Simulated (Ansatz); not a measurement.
The elements of this relaxed trial crystal are hidden behind letters.

```
lattice vectors (Å)
   3.0595    0.0000    0.0000
   0.0000    3.0595    0.0000
   0.0000    0.0000    4.3461
fractional positions
X 0.0000 0.0000 0.0000
Z 0.5000 0.5000 0.5000
Q 0.0000 0.0000 0.5000
Q 0.5000 0.5000 0.0000
```

Level of theory: DFT PBE, scalar-relativistic, plane waves, PAW (Ansatz 0.2.0). The final run on the 4-atom cell used 420 eV, a Γ-centred 10×10×6 mesh, 0.02 eV smearing and no spin polarisation.

| Quantity | Value |
| --- | --- |
| Space group | P4/mmm (No. 123) |
| Conventional cell | a = 3.059 Å, c = 4.346 Å |
| Volume per atom | 10.17 Å³ |
| Density | 4.08 g/cm³ |
| Formation energy | −1.364 eV/atom |
| Gap on the 10×10×6 mesh of the 4-atom cell | 0.75 eV |

Energies are uncorrected and count from the elements' standard states at the same level.

Question: X is a d-block element of period 4, Z is a p-block element of period 3 and Q is a p-block element of period 2. Which elements are they?

Answer: X = Sc, Z = Al, Q = N, so the formula is ScAlN2. Density times volume gives a mean mass of 4.08 × 10.17/1.6605 = 25.0 u per atom, and this set has 25.0 u. Around Sc lie 6 N at 2.16–2.17 Å, 4 Sc at 3.06 Å and 8 Al at 3.07 Å; Al has 6 N at 2.16–2.17 Å, 4 Al at 3.06 Å and 8 Sc at 3.07 Å; around N on its first site lie 4 Al at 2.16 Å and 2 Sc at 2.17 Å; 1 more site not described. Other sets within the hints have nearly the same mass, so mass alone doesn't settle it; this one was computed.

Kohn–Sham gaps at this level usually fall short of measured ones. Symmetry constrained the relaxation, so the result can be a saddle point. Another cell of ScAlN2 relaxed alike, in R-3m, lies 99 meV/atom lower, so this cell isn't the stable form at this level.
